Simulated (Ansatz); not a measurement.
The system is Cr.

```
Cr
1.0
     2.71400    0.00000    0.00000
    -1.35700    2.35039    0.00000
     0.00000    0.00000    4.41000
Cr
2
Direct
  0.66667 0.33333 0.75000
  0.33333 0.66667 0.25000
```

This isn't the form of Cr at room conditions, which is bcc.

Alike in all runs: program Ansatz 0.2.0; functional PBE; potentials or basis Ansatz PAW; cutoff 420 eV (not typed: the program's choice for these potentials); k mesh 11 × 11 × 6; occupations fermi-dirac, width 0.05 eV.

The same cell was started in several ways:

```csv
start,free energy over the lowest (meV/atom),net moment (μB),site or absolute moments (μB),gap
no spin polarisation,9.5,-,-,none (metal or under the smearing width)
"collinear spin, random start of up to 2.22 μB",0.0,1.72,Cr +0.79,none (metal or under the smearing width)
"collinear spin, ferrimagnetic start of up to 3 μB",0.0,1.72,Cr +0.79,none (metal or under the smearing width)
"collinear spin, antiferromagnetic start of up to 3 μB",0.0,1.72,Cr +0.79,none (metal or under the smearing width)
"collinear spin, ferromagnetic start of up to 3 μB",0.0,1.72,Cr +0.79,none (metal or under the smearing width)
```

Allowing spin polarisation gains 10 meV/atom. A still lower state may exist.

Caveats: the cell is far from rest, so the order of the states can change on relaxing; the starting moments weren't kept (some runs).
